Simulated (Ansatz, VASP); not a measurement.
## Two plane-wave programs on HfN

Contents of INCAR:

```
ALGO = Normal
EDIFF = 1E-8
ENCUT = 520
GGA = PE
ISIF = 2
ISMEAR = -1
LASPH = True
LCHARG = False
LEFG = True
LREAL = False
LWAVE = False
NBANDS = 14
NELM = 100
PREC = Accurate
SIGMA = 0.01
```

Contents of KPOINTS:

```
k-points
0
Gamma
  10 10 10
```

File POSCAR:

```
HfN
1.0
    0.0000000000      2.2590000000      2.2590000000
    2.2590000000      0.0000000000      2.2590000000
    2.2590000000      2.2590000000      0.0000000000
Hf N
1 1
Direct
    0.0000000000      0.0000000000      0.0000000000
    0.5255577689      0.5255577689      0.5255577689
```

Input for Ansatz:

```yaml
crystal:
  lattice:
    - [0.0, 2.259, 2.259]
    - [2.259, 0.0, 2.259]
    - [2.259, 2.259, 0.0]
  atoms:
    - { symbol: Hf, position: [0.0, 0.0, 0.0] }
    - { symbol: "N", position: [0.5255577689, 0.5255577689, 0.5255577689] }
kpoints:
  mp_grid: { grid: [10, 10, 10] }
scf:
  occupations: { method: fermi_dirac, width: 0.01 }
hamiltonian:
  xc: pbe
  pseudopotentials: { kind: paw }
output:
  forces: true
  stress: true
  eigenvalues: true
  efg: { contact_densities: true }
```

Alike in both runs: task electric field gradients; functional PBE; k mesh 10 × 10 × 10; occupations fermi-dirac, width 0.01 eV; no spin polarisation.

|  | VASP | Ansatz |
| --- | --- | --- |
| version | VASP 6.6.1 | Ansatz 0.2.0 |
| potentials or method | VASP PAW PBE potentials, release 64 (Hf_pv, N) | PAW with Ansatz's default frozen-core files, scalar-relativistic |
| plane-wave cutoff (eV) | 520 | 420 |
| valence electrons in the cell | 15 | 31 |

```csv
,VASP,Ansatz,Ansatz less VASP
pressure (GPa),8.3,10.6,+2.22
largest component of the traceless stress (GPa),0.72,0.81,+0.093
rms of the force components (eV/Å),1.289,1.289,-0.0003
Vzz of the field gradient on the site that differs most (V/Å²),36.8,45.4,+8.65
```

Atom by atom the forces differ by 0.000 eV/Å (rms over components). The functional is the same, so the differences come from potentials, cutoffs and numerics. The two sets of potentials don't hold the same shells in valence. Ansatz warned: «gradients_without_spin_orbit».

Caveats: forces of over 1 eV/Å show positions far from the minimum, so gaps and moduli don't describe the material at rest. Spin-orbit coupling is left out, which matters for the levels of Hf.
